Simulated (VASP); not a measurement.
La2O3 under changes of volume

One of the cells (16.684 Å³/atom); the others are scaled copies at fixed shape and fractional positions:

```xyz
5
Lattice="3.9568 0.0000 0.0000 -1.9784 3.4267 0.0000 0.0000 0.0000 6.1524" Properties=species:S:1:pos:R:3 pbc="T T T"
La    0.0000    2.2845    1.5149
La    1.9784    1.1422    4.6375
O     0.0000    0.0000    0.0000
O     0.0000    2.2845    3.9738
O     1.9784    1.1422    2.1786
```

The cell is a database's computed one.

```yaml
Program: VASP 6.6.1
Functional: PBEsol
Potentials_or_basis: VASP PAW PBE potentials, release 64 (La, O)
Cutoff: 520 eV
k_mesh: 8 × 8 × 5
Occupations: fermi-dirac, width 0.05 eV
Spin: no spin polarisation
```

```tsv
volume (Å³/atom)	energy over the lowest point (meV/atom)	pressure (GPa)	gap on the mesh (eV)	largest force (eV/Å)
15.375	11.15	5.9	3.84	0.402
15.703	2.32	2.5	3.84	0.222
16.030	0.00	-0.5	3.85	0.054
16.684	12.27	-5.6	3.81	0.245
17.011	?	?	?	?
17.338	43.39	-9.7	3.75	0.502
```

**Question.** What does the run at 17.011 Å³/atom give?

**Answer.** Energy over the lowest point 25.71 meV/atom; pressure -7.8 GPa; gap on the mesh 3.78 eV; largest force 0.379 eV/Å.

Worked out: A Birch-Murnaghan fit of order 3 (a polynomial in V^(-2/3)) to the other rows has its minimum at 15.99 Å³/atom with B0 = V·E''(V) = 141 GPa and B' = 4.3 at fixed shape and positions, which overstates the stiffness. It gives 25.72 meV/atom at 17.011 Å³/atom, against the run's 25.71, and -dE/dV = -7.7 GPa, against -7.8. A parabola through the other rows of the gap, of slope -1.65 eV per unit of ln V there, gives 3.78 eV, against the run's 3.78.

Energies are extrapolated to zero smearing.

Caveats: the PAW data sets were made with another functional, which shifts forces and pressure a little; spin-orbit coupling is left out, which moves the levels of the heavy elements; an odd mesh through Γ misses points on the zone boundary, where band edges often lie.
